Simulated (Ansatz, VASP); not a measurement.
# One calculation of KF, two programs

```xyz
2
Lattice="3.2590 0.0000 0.0000 0.0000 3.2590 0.0000 0.0000 0.0000 3.2590" Properties=species:S:1:pos:R:3 pbc="T T T"
K     0.0000    0.0000    0.0000
F     1.6295    1.6295    1.6295
```

The cell comes from a database or a generator and needn't be the stable form of this composition.

Alike in both runs: task single point; functional PBE; k mesh 8 × 8 × 8; occupations gaussian, width 0.05 eV; no spin polarisation.

|  | VASP | Ansatz |
| --- | --- | --- |
| version | VASP 6.6.1 | Ansatz 0.2.0 |
| potentials or method | VASP PAW PBE potentials, release 64 (K_sv, F) | scalar-relativistic, plane waves, PAW |
| plane-wave cutoff (eV) | 520 | 420 |
| valence electrons in the cell | 16 | 16 |

```csv
,VASP,Ansatz,Ansatz less VASP
gap on the k mesh at the Fermi level (eV),6.26,6.27,+0.017
least direct gap on the mesh (eV),6.31,6.32,+0.016
pressure (GPa),0.0,0.0,+0.01
```

A k mesh can miss the band edges. PBE gaps usually lie below the measured ones, often by a third to a half.
